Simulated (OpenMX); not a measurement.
C:

```xyz
1
Lattice="4.2552 0.0000 0.0000 0.0000 4.2552 0.0000 0.0000 0.0000 1.2823" Properties=species:S:1:pos:R:3 pbc="T T T"
C     2.1276    2.1276    0.6411
```

The cell was built by a generator and needn't be a form met in nature.

| Quantity | Value |
| --- | --- |
| Program | OpenMX 3.8.5 |
| Task | relaxation of cell and atoms |
| Functional | PBE |
| Dispersion | D3(BJ) |
| Potentials or basis | OpenMX 2013 PBE set, C6.0-s2p2, grid cutoff 300 Ry |
| k mesh | 5 × 5 × 13 |
| Occupations | fermi-dirac, width 0.05 eV |
| Spin | no spin polarisation |

At the start: pressure 1.2 GPa; volume 23.22 Å³/atom.

Task: Where does the relaxation end?

Result: Over 13 steps the energy falls by 112.9 meV/atom and the volume is 13.19 Å³/atom (-43.2 %); space group P4/mmm (No. 123, to 0.05 Å).

Step by step:
| step | energy change (eV) | largest force (eV/Å) | pressure (GPa) | volume (Å³) |
| --- | --- | --- | --- | --- |
| 1 | 0.0000 | 0.0000 | 1.24 | 23.22 |
| 2 | -0.0021 | 0.0000 | -2.38 | 23.40 |
| 3 | -0.0047 | 0.0000 | -0.97 | 23.20 |
| 4 | -0.0062 | 0.0000 | -0.54 | 22.98 |
| 5 | -0.0170 | 0.0000 | 1.59 | 21.19 |
| 6 | -0.0462 | 0.0000 | 7.25 | 16.69 |
| 7 | -0.0175 | 0.0000 | 24.58 | 11.02 |
| 8 | -0.0745 | 0.0000 | 6.66 | 15.21 |
| 9 | -0.0913 | 0.0000 | 5.48 | 14.48 |
| 10 | -0.0964 | 0.0000 | 2.47 | 11.72 |
| 11 | -0.1126 | 0.0000 | 0.81 | 13.52 |
| 12 | -0.1128 | 0.0000 | 0.21 | 13.28 |
| 13 | -0.1129 | 0.0000 | 0.00 | 13.19 |

Final structure:
```yaml
crystal:
  lattice:
    - [3.20036, 0.00000, -0.00009]
    - [0.00000, 3.20036, 0.00000]
    - [-0.00003, 0.00000, 1.28808]
  atoms:
    - { symbol: C, position: [0.50000, 0.50000, 0.50000] }
```

Caveat: the k mesh is coarse (spacing up to 0.38 Å⁻¹), so the values aren't converged; the volume moved by over 15 % at a fixed basis, so the end points are rough; volumes in these bases differ from converged ones by about 1 %, for some elements by several; the energies along the path lack the entropy term of the smearing; the basis of atomic orbitals isn't converged, which shifts pressures, moduli and gaps; pairwise dispersion overbinds metals, which lowers pressure and volume.
